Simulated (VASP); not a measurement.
# Ni2H (P-3m1) in VASP: notebook

Runs on Ni2H. Level: r2SCAN. Tasks: single point.

Program: VASP 6.6.1. These are calculated values, not measurements. Logs are shortened: lines on timing, memory, paths and dates and some standing lists are left out, and cuts for length are marked.

### Step 1. The crystal as given

Symmetry: P-3m1, No. 164, trigonal system. Conventional cell: a = 2.643 Å, b = 2.643 Å, c = 4.308 Å, α = 90.00°, β = 90.00°, γ = 120.00°. Around Ni (site symmetry 3m) lie 3 H at 1.83 Å. H (site symmetry -3m) is surrounded by 6 Ni at 1.83 Å.

### Step 2. Single point, r2SCAN, collinear spin, ferromagnetic start

INCAR reads:

```
SYSTEM = Ni2H
ADDGRID  = .FALSE.      
ALGO     = Normal         ! electronic algorithm
EDIFF    = 1E-6           ! SCF threshold, eV
ENCUT    = 460            ! plane-wave cutoff, eV
ISIF     = 2              ! what is computed and relaxed
ISMEAR   = 0              ! smearing method
ISPIN    = 2              ! spin polarisation
LASPH    = .TRUE.         ! aspherical terms in the spheres
LCHARG   = .FALSE.        ! write CHGCAR
LMAXMIX  = 4              ! l up to which the mixer works
LMIXTAU  = .TRUE.       
LORBIT   = 11             ! projections on sites
LREAL    = .FALSE.        ! projectors in reciprocal space
LWAVE    = .FALSE.        ! write WAVECAR
MAGMOM   = 1 1 0          ! initial moments
METAGGA  = R2SCAN         ! meta-GGA
NBANDS   = 22             ! bands
NELM     = 100            ! most SCF steps
PREC     = Low            ! precision mode
SIGMA    = 0.05           ! smearing width, eV
```

KPOINTS reads:

```
k-points
0
G
  5 5 3
  0 0 0
```

POSCAR reads:

```
Ni2H
1.0
    2.6430000000      0.0000000000      0.0000000000
   -1.3215000000      2.2889051422      0.0000000000
    0.0000000000      0.0000000000      4.3080000000
Ni H
2 1
Direct
    0.6666666667      0.3333333333      0.7670000000
    0.3333333333      0.6666666667      0.2330000000
    0.0000000000      0.0000000000      0.0000000000
```

Potentials or basis: VASP PAW PBE potentials, release 64 (Ni, H_s).

Run with:

```
$ cat potpaw_PBE.64/Ni/POTCAR potpaw_PBE.64/H_s/POTCAR > POTCAR
$ mpirun -np 1 vasp_std > vasp.out
```

OUTCAR:

```text
SYSTEM = Ni2H
   EDIFF = 1E-6
   ENCUT = 460
   ISIF = 2
   ISMEAR = 0
   ISPIN = 2
   LASPH = .TRUE.
   LORBIT = 11
   LREAL = .FALSE.
   METAGGA = R2SCAN
   NELM = 100
   PREC = Low

 Found     12 irreducible k-points:

 Following reciprocal coordinates:
            Coordinates               Weight
  0.000000  0.000000  0.000000      1.000000
  0.200000  0.000000  0.000000      6.000000
  0.400000  0.000000  0.000000      6.000000
  0.200000  0.200000  0.000000      6.000000
  0.400000  0.200000  0.000000      6.000000
  0.000000  0.000000  0.333333      2.000000
   k-points           NKPTS =     12   k-points in BZ     NKDIM =     12   number of bands    NBANDS=     22
   number of dos      NEDOS =    301   number of ions     NIONS =      3
   total plane-waves  NPLWV =   4704
   dimension x,y,z NGX =    14 NGY =   14 NGZ =   24
   dimension x,y,z NGXF=    16 NGYF=   16 NGZF=   24
   ions per type =               2   1
   NGX,Y,Z   is equivalent  to a cutoff of   8.81,  8.81,  9.26 a.u.
   NGXF,Y,Z  is equivalent  to a cutoff of  10.06, 10.06,  9.26 a.u.
 SYSTEM =  Ni2H
   PREC   = low       normal or accurate (medium, high low for compatibility)
   ISTART =      0    job   : 0-new  1-cont  2-samecut
   ICHARG =      2    charge: 1-file 2-atom 10-const
   ISPIN  =      2    spin polarized calculation?
   LNONCOLLINEAR =      F non collinear calculations
   LSORBIT =      F    spin-orbit coupling
   LASPH  =      T    aspherical Exc in radial PAW
   ENCUT  =  460.0 eV  33.81 Ry    5.81 a.u.   4.62  4.62  7.53*2*pi/ulx,y,z
   NELM   =    100;   NELMIN=  2; NELMDL= -5     # of ELM steps
   EDIFF  = 0.1E-05   stopping-criterion for ELM
   LREAL  =      F    real-space projection
   EDIFFG = 0.1E-04   stopping-criterion for IOM
   NSW    =      0    number of steps for IOM
   IBRION =     -1    ionic relax: 0-MD 1-quasi-New 2-CG
   NFREE  =      0    steps in history (QN), initial steepest desc. (CG)
   ISIF   =      2    stress and relaxation
   ISYM   =      2    0-nonsym 1-usesym 2-fastsym
   POTIM  = 0.5000    time-step for ionic-motion
   TEBEG  =    0.0;   TEEND  =   0.0 temperature during run
   PSTRESS=    0.0 pullay stress
   NELECT =      21.0000    total number of electrons
   NUPDOWN=      -1.0000    fix difference up-down
   EMIN   =  10.00;   EMAX   =-10.00  energy-range for DOS
   EFERMI =   0.00;   METHOD = LEGACY
   ISMEAR =     0;   SIGMA  =   0.05  broadening in eV -4-tet -1-fermi 0-gaus
   EFERMI_NEDOS =   21; number of points for ismear=-14 and -15
   IALGO  =     38    algorithm
   IMIX   =      4    mixing-type and parameters
     AMIX     =   0.40;   BMIX     =  1.00
     AMIX_MAG =   1.60;   BMIX_MAG =  1.00
  volume/ion in A,a.u.               =       8.69        58.62
  Fermi-wavevector in a.u.,A,eV,Ry     =   1.523401  2.878811 31.575750  2.320752
  Thomas-Fermi vector in A             =   2.631850
   LORBIT       =     11    0 simple, 1 ext, 2 COOP (PROOUT), +10 PAW based schemes
   METAGGA = R2SCAN    functional components
   LHFCALC =     F    Hartree Fock is set to
   AEXX    =    0.0000 exact exchange contribution
   IVDW    =     0    specifies the selected vdW correction
   LEPSILON=     F    determine dielectric tensor
   LRPA    =     F    only Hartree local field effects (RPA)
 spin polarized calculation
 Gauss-broadening in eV      SIGMA  =   0.05
  energy-cutoff  :      460.00
  volume of cell :       26.06
 maximum number of plane-waves:       591
   NGX =  9   NGY =  9   NGZ = 15

 number of electron      20.9999733 magnetization       0.9199950

 Free energy of the ion-electron system (eV)
  ---------------------------------------------------
  ext. energy  EPLUGINS =         0.00000000
  ---------------------------------------------------
  free energy    TOTEN  =       -26.97450303 eV

  energy without entropy =      -26.96766293  energy(sigma->0) =      -26.97108298

 E-fermi :   7.7413     XC(G=0): -13.6023

 val. band max:        7.7384551349   @ k =   0.4000   0.2000   0.0000
 cond. band min:       7.7801520263   @ k =   0.2000   0.2000   0.0000
 fundamental gap:      0.0416968914
 Fermi energy:         7.7412910305

 spin component 1

 k-point     1 :       0.0000    0.0000    0.0000
  band No.  band energies     occupation
      1      -3.5219      1.00000
      2       3.1886      1.00000
      3       5.2939      1.00000
      4       5.5063      1.00000
      5       5.5081      1.00000
      6       5.6854      1.00000
[... 14 lines left out ...]
     21      33.1689      0.00000
     22      35.7713      0.00000

 k-point     2 :       0.2000    0.0000    0.0000
  band No.  band energies     occupation
      1      -2.4920      1.00000
      2       3.8385      1.00000
      3       4.2131      1.00000
      4       5.1833      1.00000
      5       5.5147      1.00000
      6       5.7006      1.00000
[... 14 lines left out ...]
     21      33.2736      0.00000
     22      33.3399      0.00000

 k-point     3 :       0.4000    0.0000    0.0000
  band No.  band energies     occupation
      1      -0.3191      1.00000
      2       3.5116      1.00000
      3       4.0880      1.00000
      4       5.0950      1.00000
      5       5.4382      1.00000
      6       5.6026      1.00000
[... 14 lines left out ...]
     21      32.1314      0.00000
     22      34.5396      0.00000

 k-point     4 :       0.2000    0.2000    0.0000
  band No.  band energies     occupation
      1      -0.8459      1.00000
      2       3.8266      1.00000
      3       4.4158      1.00000
      4       4.7147      1.00000
      5       5.3064      1.00000
      6       5.6155      1.00000
[... 14 lines left out ...]
     21      34.2889      0.00000
     22      35.9089      0.00000

 k-point     5 :       0.4000    0.2000    0.0000
  band No.  band energies     occupation
      1       0.3535      1.00000
      2       3.8874      1.00000
      3       4.2643      1.00000
      4       4.8350      1.00000
      5       5.3410      1.00000
      6       5.5318      1.00000
[... 14 lines left out ...]
     21      37.1861      0.00000
     22      39.2623      0.00000

 k-point     6 :       0.0000    0.0000    0.3333
  band No.  band energies     occupation
      1      -3.0634      1.00000
      2       2.0350      1.00000
      3       5.0690      1.00000
      4       5.3981      1.00000
      5       5.4387      1.00000
      6       5.4399      1.00000
[... 14 lines left out ...]
     21      34.0022      0.00000
     22      34.0045      0.00000

 [... further k-points ...]

 spin component 2

 k-point     1 :       0.0000    0.0000    0.0000
  band No.  band energies     occupation
      1      -3.6406      1.00000
      2       3.5826      1.00000
      3       5.2829      1.00000
      4       6.0939      1.00000
      5       6.0956      1.00000
      6       6.3649      1.00000
[... 14 lines left out ...]
     21      33.1788      0.00000
     22      35.8177      0.00000

 k-point     2 :       0.2000    0.0000    0.0000
  band No.  band energies     occupation
      1      -2.5973      1.00000
      2       4.2861      1.00000
      3       4.4359      1.00000
      4       5.8022      1.00000
      5       6.1972      1.00000
      6       6.3051      1.00000
[... 14 lines left out ...]
     21      33.3309      0.00000
     22      33.4400      0.00000

 k-point     3 :       0.4000    0.0000    0.0000
  band No.  band energies     occupation
      1      -0.3400      1.00000
      2       3.7875      1.00000
      3       4.6755      1.00000
      4       5.5302      1.00000
      5       6.0170      1.00000
      6       6.0943      1.00000
[... 14 lines left out ...]
     21      32.2114      0.00000
     22      34.6402      0.00000

 k-point     4 :       0.2000    0.2000    0.0000
  band No.  band energies     occupation
      1      -0.9022      1.00000
      2       4.0835      1.00000
      3       4.9760      1.00000
      4       5.2904      1.00000
      5       5.8697      1.00000
      6       6.1702      1.00000
[... 14 lines left out ...]
     21      34.3738      0.00000
     22      35.9784      0.00000

 k-point     5 :       0.4000    0.2000    0.0000
  band No.  band energies     occupation
      1       0.3931      1.00000
      2       4.2261      1.00000
      3       4.8324      1.00000
      4       5.3214      1.00000
      5       5.8359      1.00000
      6       5.9917      1.00000
[... 14 lines left out ...]
     21      37.2436      0.00000
     22      39.2669      0.00000

 k-point     6 :       0.0000    0.0000    0.3333
  band No.  band energies     occupation
      1      -3.1747      1.00000
      2       2.0120      1.00000
      3       5.5910      1.00000
      4       6.0015      1.00000
      5       6.0028      1.00000
      6       6.1521      1.00000
[... 14 lines left out ...]
     21      34.1036      0.00000
     22      34.1070      0.00000

 [... further k-points ...]

------------------------ aborting loop because EDIFF is reached ----------------------------------------

  FORCE on cell =-STRESS in cart. coord.  units (eV):
  Direction    XX          YY          ZZ          XY          YZ          ZX
  --------------------------------------------------------------------------------------
  -------------------------------------------------------------------------------------
  Total       -2.3621577     -2.3621577     -2.5934585      0.0000000      0.0000000      0.0000000
  in kB     -145.2174525   -145.2174525   -159.4370449      0.0000000      0.0000000      0.0000000
  external PRESSURE =    -149.9573166 kB  Pullay stress =       0.0000000 kB

 VOLUME and BASIS-vectors are now :
 -----------------------------------------------------------------------------
  energy-cutoff  :      460.00
  volume of cell :       26.06
      direct lattice vectors                 reciprocal lattice vectors
     2.643000000  0.000000000  0.000000000     0.378357927  0.218445051  0.000000000
    -1.321500000  2.288905142  0.000000000     0.000000000  0.436890102  0.000000000
     0.000000000  0.000000000  4.308000000     0.000000000  0.000000000  0.232126277

 POSITION                                       TOTAL-FORCE (eV/Angst)
 -----------------------------------------------------------------------------------
      1.32150      0.76297      3.30424        -0.000000      0.000000     -1.033694
     -0.00000      1.52594      1.00376         0.000000     -0.000000      1.033694
      0.00000      0.00000      0.00000        -0.000000      0.000000      0.000000
 -----------------------------------------------------------------------------------
    total drift:                                0.000000      0.000000      0.000000

  FREE ENERGIE OF THE ION-ELECTRON SYSTEM (eV)
  ---------------------------------------------------
  free  energy   TOTEN  =       -26.9745030349 eV

  energy  without entropy=      -26.9676629276  energy(sigma->0) =      -26.97108298

 total charge

# of ion       s       p       d       tot
------------------------------------------
    1        0.421   0.457   8.395   9.273
    2        0.421   0.457   8.395   9.273
    3        0.697   0.084   0.000   0.781
--------------------------------------------------
tot          1.539   0.998  16.789  19.326

 magnetization (x)

# of ion       s       p       d       tot
------------------------------------------
    1       -0.003  -0.018   0.508   0.486
    2       -0.003  -0.018   0.508   0.486
    3       -0.003  -0.005   0.000  -0.008
--------------------------------------------------
tot         -0.010  -0.041   1.016   0.964
```

It took 2 min on 1 thread of Intel Xeon Platinum 8175M at 2.50GHz (Skylake/Cascade Lake), shared host; peak memory 0.12 GiB.

The run converged, but some of its settings lie outside the range that counts as converged, so its numbers aren't taken as properties of the crystal.

Results:

```
Free energy                                           : -26.9745 eV
Pressure                                              : -15.0 GPa
Largest force                                         : 1.034 eV/Å
Band gap on the k mesh                                : none (metal or under the smearing width)
Net moment                                            : 0.92 μB per cell
Site moments                                          : Ni +0.49; H -0.01 μB
Valence electrons inside the program's atomic spheres : Ni 9.27; H 0.78
```

Caveat: the k mesh is coarse (spacing up to 0.55 Å⁻¹), so the values aren't converged; the PAW data sets were made with another functional, which shifts forces and pressure a little.

(Continued in part 2 of 2.)
